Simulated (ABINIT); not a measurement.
The system is Pt.

```xyz
1
Lattice="0.0000 1.9609 1.9609 1.9609 0.0000 1.9609 1.9609 1.9609 0.0000" Properties=species:S:1:pos:R:3 pbc="T T T"
Pt    0.0000    0.0000    0.0000
```

Base run:

```yaml
Program: ABINIT 10.8.3 (patched build)
Functional: BP86
Potentials_or_basis: JTH PAW PBE v2.0
Cutoff: 435 eV
k_mesh: 12 × 12 × 12
Occupations: fermi-dirac, width 0.05 eV
Spin: no spin polarisation
```

Its results: band gap on the k mesh none (metal or under the smearing width); pressure 13.4 GPa.

Task: After a change of settings the same cell gave: band gap on the k mesh none (metal or under the smearing width); pressure 3.8 GPa. Which change was it?
A. functional from BP86 to PBE
B. functional from BP86 to HCTH407
C. functional from BP86 to PBE; potentials or basis from JTH PAW PBE v2.0 to PseudoDojo NC SR PBE v0.5 standard; cutoff from 435 eV to 1143 eV; valence electrons from 10 to 18
D. functional from BP86 to r2SCAN; cutoff from 435 eV to 517 eV; fine-grid cutoff from 870.764 eV to 1034.03 eV

Result: B.

Caveats: the PAW data sets were made with another functional, which shifts forces and pressure a little; spin-orbit coupling is left out, which moves the levels of the heavy elements.
